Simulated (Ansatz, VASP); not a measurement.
P: VASP beside Ansatz

```
P
1.0
    -3.31728    3.31728    3.31728
     3.31728   -3.31728    3.31728
     3.31728    3.31728   -3.31728
P
6
Cartesian
  0.0000 3.3173 1.6586
  3.3173 0.0000 1.6586
  1.6586 3.3173 0.0000
  0.0000 1.6586 3.3173
  1.6586 0.0000 3.3173
  3.3173 1.6586 0.0000
```

Alike in both runs: task relaxation of cell and atoms; functional PBE; k mesh 8 × 8 × 8; occupations gaussian, width 0.1 eV; no spin polarisation.

|  | VASP | Ansatz |
| --- | --- | --- |
| version | VASP 6.6.1 | Ansatz 0.2.0 |
| potentials or method | VASP PAW PBE potentials, release 64 (P) | scalar-relativistic, plane waves, PAW |
| plane-wave cutoff (eV) | 600 | 420 |
| valence electrons in the cell | 30 | 30 |

```tsv
	VASP	Ansatz	Ansatz less VASP
gap on the k mesh at the Fermi level, each at its own relaxed structure (eV)	none	none	-
relaxed volume (Å³/atom)	24.76	24.81	+0.053
relaxed cell length with the largest relative difference (Å)	5.779	5.783	+0.0042
energy change over the relaxation (meV/atom)	-1	-1	-0.3
```

A gap of «none» marks a metal or a gap that the smearing closes.
